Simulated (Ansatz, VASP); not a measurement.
**Si54H10OF8 (HO:Si(111) with 8 of its OH changed to F): VASP beside Ansatz**

One calculation is typed for both programs; each brings its own data sets. How far apart do they land? The cell is taken from a series of runs on this material, whose earlier steps may have relaxed, scaled, displaced or heated it; both programs get it as it stands.

Method: plane waves, with VASP 6.6.1 beside it; single point at HSE06 with D3(BJ), in Ansatz 0.2.0.

### 1. The structure

The cell holds 73 atoms: 54 Si, 10 H, 1 O and 8 F. Its edges and angles: a = 11.604 Å, b = 11.604 Å, c = 26.701 Å, α = 90.0°, β = 90.0°, γ = 120.0°. It derives from Si (HO:Si(111)). As first built, before any earlier steps moved the atoms (in the runner's words): diamond Si(111), 3 x 3 cells, three bilayers, OH on the upper face and H on the lower (lattice constants typed as starting values near PBE's), lower atoms held; 8 top OH groups nearest the cell's middle replaced by F, eased by MACE. Vacuum lies along c.

### 2. VASP: single point, HSE06 with D3(BJ)

A single point gives forces, pressure and levels at one fixed geometry, so differences don't come from the geometry; what else differs is listed under the comparison.

Lines of VASP's logs that name or quote its potential files are left out, and so is its time.

The run reads the wave functions of an earlier VASP run, which isn't shown here.

INCAR

```
SYSTEM = Si54H10OF8
PREC = Accurate
ENCUT = 520
EDIFF = 1E-06
NELM = 100
ISMEAR = -1
SIGMA = 0.025
LREAL = Auto
ALGO = Normal
LHFCALC = .TRUE.
AEXX = 0.25
GGA = PE
HFSCREEN = 0.208
IVDW = 12
VDW_S6 = 1
VDW_S8 = 2.31
VDW_A1 = 0.383
VDW_A2 = 5.685
LASPH = .TRUE.
NBANDS = 195
PRECFOCK = Fast
LORBIT = 11
LWAVE = .FALSE.
LCHARG = .FALSE.
ISIF = 2
```

POSCAR

```
Si54H10OF8
1.0
   11.6036200000      0.0000000000      0.0000000000
   -5.8018100000     10.0490300000      0.0000000000
    0.0000000000      0.0000000000     26.7011300000
Si H O F
54 10 1 8
Direct
    0.0000000000      0.0000000000      0.0928800000
    0.2222200000      0.1111100000      0.1224500000
    0.2222100000      0.1107300000      0.2097000000
    0.1111800000      0.2220200000      0.2375800000
    0.1103000000      0.2208700000      0.3252300000
    0.9999500000      0.9997200000      0.3547800000
    0.0000000000      0.3333300000      0.0928800000
    0.2222200000      0.4444400000      0.1224500000
    0.2222700000      0.4443400000      0.2096900000
    0.1111100000      0.5552900000      0.2380300000
    0.1108900000      0.5555200000      0.3259900000
    0.9998100000      0.3323900000      0.3526700000
    0.0000000000      0.6666700000      0.0928800000
    0.2222200000      0.7777800000      0.1224500000
    0.2223200000      0.7776600000      0.2098600000
    0.1111900000      0.8887100000      0.2382300000
    0.1106500000      0.8892100000      0.3261500000
    0.9998100000      0.6667400000      0.3535600000
    0.3333300000      0.0000000000      0.0928800000
    0.5555600000      0.1111100000      0.1224500000
    0.5553500000      0.1109900000      0.2097100000
    0.4443400000      0.2221600000      0.2379500000
    0.4439600000      0.2221300000      0.3258500000
    0.3330900000      0.0000000000      0.3535400000
    0.3333300000      0.3333300000      0.0928800000
    0.5555600000      0.4444400000      0.1224500000
    0.5555600000      0.4444200000      0.2097400000
    0.4444800000      0.5556200000      0.2378200000
    0.4444400000      0.5554500000      0.3256500000
    0.3322800000      0.3330900000      0.3530500000
    0.3333300000      0.6666700000      0.0928800000
    0.5555600000      0.7777800000      0.1224500000
    0.5556800000      0.7777800000      0.2096600000
    0.4446800000      0.8888400000      0.2380300000
    0.4443500000      0.8889800000      0.3259900000
    0.3333800000      0.6664800000      0.3533100000
    0.6666700000      0.0000000000      0.0928800000
    0.8888900000      0.1111100000      0.1224500000
    0.8889500000      0.1110000000      0.2095800000
    0.7777500000      0.2221900000      0.2375300000
    0.7774200000      0.2223900000      0.3252700000
    0.6674600000      0.9999900000      0.3526500000
    0.6666700000      0.3333300000      0.0928800000
    0.8888900000      0.4444400000      0.1224500000
    0.8889500000      0.4446000000      0.2097200000
    0.7777900000      0.5556100000      0.2379600000
    0.7776900000      0.5558900000      0.3258500000
    0.6664200000      0.3334300000      0.3531400000
    0.6666700000      0.6666700000      0.0928800000
    0.8888900000      0.7777800000      0.1224500000
    0.8891900000      0.7777500000      0.2096900000
    0.7779300000      0.8888000000      0.2375500000
    0.7789000000      0.8895200000      0.3251500000
    0.6668100000      0.6676200000      0.3530600000
    0.0000000000      0.0000000000      0.0374500000
    0.9662100000      0.0319200000      0.4370100000
    0.0000000000      0.3333300000      0.0374500000
    0.0000000000      0.6666700000      0.0374500000
    0.3333300000      0.0000000000      0.0374500000
    0.3333300000      0.3333300000      0.0374500000
    0.3333300000      0.6666700000      0.0374500000
    0.6666700000      0.0000000000      0.0374500000
    0.6666700000      0.3333300000      0.0374500000
    0.6666700000      0.6666700000      0.0374500000
    0.0069200000      0.9922800000      0.4168600000
    0.9983300000      0.3270900000      0.4137500000
    0.9994800000      0.6648500000      0.4144200000
    0.3350000000      0.0004000000      0.4144000000
    0.3313300000      0.3332600000      0.4139800000
    0.3336700000      0.6662300000      0.4142200000
    0.6728900000      0.0014200000      0.4137200000
    0.6671500000      0.3327000000      0.4140500000
    0.6669100000      0.6689100000      0.4139900000
```

KPOINTS

```
Automatic mesh
0
Gamma
1 1 1
0 0 0
```

The projector-augmented-wave data sets are Si, H, O and F (PBE family, release 64).

Started as:

```bash
> export OMP_NUM_THREADS=4
> mpirun -np 1 vasp_gam
```

Numbers of over 12 decimals in the logs are rounded to 6 here.

Output:

```text
[banner, memory and clock lines left out]
running    1 mpi-ranks, on    1 nodes
[...]
Offloading initialized ...    1 GPUs detected
[...]
LDA part: xc-table for (Slater+PW92), standard interpolation
 found WAVECAR, reading the header
 POSCAR, INCAR and KPOINTS ok, starting setup
[...]
reading WAVECAR
 the WAVECAR file was read successfully
 initial charge from wavefunction
 entering main loop
       N       E                     dE             d eps       ncg     rms          rms(c)
DAV:   1    -0.434190850658E+03   -0.43419E+03   -0.10959E+01   430   0.866E+00    0.168E+01
DAV:   2    -0.434440785223E+03   -0.24993E+00   -0.19610E+00   444   0.260E+00    0.124E+01
DAV:   3    -0.434377514226E+03    0.63271E-01   -0.10945E-01   572   0.128E+00    0.781E+00
DAV:   4    -0.434374565041E+03    0.29492E-02   -0.15409E-01   420   0.922E-01    0.450E+00
[...]
DAV:  60    -0.434370074202E+03   -0.10692E-05   -0.53474E-08   252   0.663E-04    0.177E-03
DAV:  61    -0.434370075224E+03   -0.10220E-05   -0.49743E-08   244   0.637E-04    0.172E-03
DAV:  62    -0.434370076163E+03   -0.93914E-06   -0.46170E-08   236   0.612E-04
   1 F= -.45077114E+03 E0= -.45077114E+03  d E =-.389216E-10
```

Parts of OUTCAR (step 2):

```text
  FREE ENERGIE OF THE ION-ELECTRON SYSTEM (eV)
  ---------------------------------------------------
  free  energy   TOTEN  =      -450.7711378204 eV

  energy  without entropy=     -450.7711378204  energy(sigma->0) =     -450.77113782

[... 1 further part left out ...]
```

(Part 1 of 2 ends here.)

[Lines on the potential files, build, host, timing and source positions are cut from VASP's logs without a mark.]

[Logs are printed without paths, hosts, clocks, repeated set-up lines and the standing remarks that a program may print on its own settings, such as how far it seeks lower states.]

[Hosts, paths, dates, database ids (printed as entryN), source tags and the programs' standing remarks are cut or masked in the printed files.]
